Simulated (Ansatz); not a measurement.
# Al3Ni2: equal strain of all cell vectors

An exercise on one series of results from a longer session: the logs are not shown, and one member is left open.

Program: Ansatz 0.2.0. Level of theory: DFT PBEsol, scalar-relativistic, plane waves, PAW. These are calculated values, not measurements.

2 further runs of the same task are left out: 2 set aside as unsound or not needed.

**The structure to begin with**

It takes space group P-3m1 (No. 164, trigonal). Conventional cell: a = 4.003 Å, b = 4.003 Å, c = 4.859 Å, α = 90.00°, β = 90.00°, γ = 120.00°. Around Al (site symmetry -3m) lie 6 Ni at 2.42 Å. Al (site symmetry 3m) has 5 Ni at 2.42 to 2.52 Å and 3 Al at 2.72 Å as nearest neighbours. Ni (site symmetry 3m) is surrounded by 8 Al at 2.42 to 2.52 Å and 3 Ni at 2.71 Å.

Structure file:

```xyz
5
Lattice="4.0031 0.0000 0.0000 -2.0016 3.4668 0.0000 0.0000 0.0000 4.8595" Properties=species:S:1:pos:R:3 pbc="T T T"
Al    0.0000    0.0000    0.0000
Al    0.0000    2.3112    3.1479
Al    2.0016    1.1556    1.7116
Ni    0.0000    2.3112    0.7074
Ni    2.0016    1.1556    4.1521
```

It goes back to an entry of the Materials Project, which need not be the stable form.

It is the result of an earlier relaxation at this level (volume 13.49 Å³/atom; gap on the mesh: none (metal)).

Set-up of the first run:

input.yaml reads:

```yaml
crystal:
  lattice:
    - [4.0031396448, 0.0, 0.0]
    - [-2.0015698224, 3.4668206273, 0.0]
    - [0.0, 0.0, 4.8594646139]
  atoms:
    - { symbol: Al, position: [0.0, 0.0, 0.0] }
    - { symbol: Al, position: [0.3333333333, 0.6666666667, 0.6477829058] }
    - { symbol: Al, position: [0.6666666667, 0.3333333333, 0.3522170942] }
    - { symbol: Ni, position: [0.3333333333, 0.6666666667, 0.1455709069] }
    - { symbol: Ni, position: [0.6666666667, 0.3333333333, 0.8544290931] }
basis:
  ecutwfc: 420
kpoints:
  mp_grid: { grid: [12, 12, 8] }
hamiltonian:
  xc: pbesol
scf:
  occupations: { method: gaussian, width: 0.1 }
output:
  forces: true
  stress: true
  eigenvalues: true
```

The run is started by

```bash
> ansatz run input.yaml --threads 1 --pin off --max-ram 2560MiB --backend cpu --events-out ev --progress --plain --runs-dir out
```

Steps of the session up to this table: Zero strain; The cell strained by -1.0 %; At +1.0 %; The cell strained by -2.0 %; The cell strained by +2.0 %; At -3.0 %; The cell strained by +3.0 %.

One of the session's tables, all rows but one given; the rest of the session is left out.

```
strain (%)  ΔE (meV/atom)  a (Å)  b (Å)  c (Å)
      -3.0           53.7  3.883  3.883  4.714
      -2.0           23.1  3.923  3.923  4.762
      -1.0              ?      ?      ?      ?
      +0.0            0.0  4.003  4.003  4.859
      +1.0            5.3  4.043  4.043  4.908
      +2.0           20.3  4.083  4.083  4.957
      +3.0           44.2  4.123  4.123  5.005
```

**Question.** Estimate the row for strain (%) = -1.0.

Worked estimate for «ΔE (meV/atom)». A straight line through the neighbours (-2.0, 23.1) and (0.0, 0.0) gives 23.1 + (0.0 − 23.1) × (-1.0 + 2.0) / (0.0 + 2.0) = 11.6; a parabola fitted to 4 rows on both sides gives 5.6.

As computed: ΔE (meV/atom): 5.6; a (Å): 3.963; b (Å): 3.963; c (Å): 4.811. In «ΔE (meV/atom)» the line misses by +6.0 and the parabola by 0.0.

ΔE is over the unstrained cell. Stress in GPa, positive in compression, on the Cartesian axes of the input. 

To keep in mind: Spin polarisation is off in the runs that give these values; a magnetic solution could lie lower. Warnings in the runs' records: stress scf threshold loose.
